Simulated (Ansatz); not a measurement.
**SiC (rocksalt type): how the settings move a single-point run**

How sensitive is a single-point run of SiC (rocksalt type) to its settings? A reference run comes first, then one run with altered input.

Program: Ansatz 0.2.0. Level of theory: reference: DFT, PBE, all-electron PAW with datasets made for the crystal, scalar-relativistic. These are calculated values, not measurements.

**1. Starting point**

The structure is cubic, space group Fm-3m (No. 225). The conventional cell has a = 3.635 Å, b = 3.635 Å, c = 3.635 Å, α = 90.00°, β = 90.00°, γ = 90.00°. Si (site symmetry m-3m) has 6 C at 1.82 Å as nearest neighbours. Around C (site symmetry m-3m) lie 6 Si at 1.82 Å.

Structure file:

```xyz
2
Lattice="0.0000 1.8177 1.8177 1.8177 0.0000 1.8177 1.8177 1.8177 0.0000" Properties=species:S:1:pos:R:3 pbc="T T T"
Si    0.0000    0.0000    0.0000
C     1.8177    1.8177    1.8177
```

**2. Reference**

File input.yaml:

```yaml
crystal:
  lattice:
    - [0.0, 1.8177196408, 1.8177196408]
    - [1.8177196408, 0.0, 1.8177196408]
    - [1.8177196408, 1.8177196408, 0.0]
  atoms:
    - { symbol: Si, position: [0.0, 0.0, 0.0] }
    - { symbol: C, position: [0.5, 0.5, 0.5] }
kpoints:
  mp_grid: { grid: [17, 17, 17] }
scf:
  occupations: { method: fermi_dirac, width: 0.05 }
hamiltonian:
  xc: pbe
  pseudopotentials: { kind: all_electron, datasets: crystal }
output:
  forces: true
  stress: true
  eigenvalues: true
```

Started as:

```console
ansatz run input.yaml --threads 1 --pin off --max-ram 2048MiB --backend cpu --events-out ev --progress --plain --runs-dir out
```

**3. Variant: mp_grid.grid [11, 11, 11], occupations.method tetrahedron_uncorrected, width left out**

input.yaml, as its differences from that of step 2:

```diff
@@ -9,5 +9,5 @@
 kpoints:
-  mp_grid: { grid: [17, 17, 17] }
+  mp_grid: { grid: [11, 11, 11] }
 scf:
-  occupations: { method: fermi_dirac, width: 0.05 }
+  occupations: { method: tetrahedron_uncorrected }
 hamiltonian:
```

**Question.** What will these runs give? Wanted: for each run, ending; energy change; pressure; gap; force.

As calculated:

| run | ending | energy change | pressure (GPa) | gap (eV) | force (eV/Å) | cycles | time |
| --- | --- | --- | --- | --- | --- | --- | --- |
| reference | converged | 0 | 164.4 | 0.87 | 0.00 | 7 | 3.4 s |
| 1: mp_grid.grid [11, 11, 11], occupations.method tetrahedron_uncorrected, width left out | converged | +0.2 meV/atom (σ→0) | 164.4 | 0.92 | 0.00 | 6 | 2 s |

Residual by cycle in the longest SCF loop of each run; runs are numbered as in the table. The quantity is the density residual dr2, in eV.

| cycle | reference | run 1 |
| --- | --- | --- |
| 1 | 5.32 | 5.33 |
| 2 | 0.0437 | 0.0437 |
| 3 | 0.00896 | 0.00901 |
| 4 | 9.7e-5 | 9.2e-5 |
| 5 | 7.4e-7 | 4.8e-7 |
| 6 | 1.6e-8 | 1.6e-8 |
| 7 | 1.1e-9 | - |

What this shows: Changing the k-point mesh and smearing moves the energy by +0.2 meV/atom (σ→0 values), and the gap on the mesh goes from 0.87 to 0.92 eV. More than one kind of setting changed, and this run alone doesn't tell their shares apart. A gap read on a mesh depends on which points the mesh holds, and a coarse mesh shifts the density too. Cost: 6 SCF cycles against 7, 2 s against 3.4 s. The structure is not at rest: the sound run finds 164 GPa, so these are no properties of the relaxed crystal. 

The gaps are Kohn-Sham values of a semilocal functional, not quasiparticle or optical gaps. Such gaps usually fall short of the measured ones.
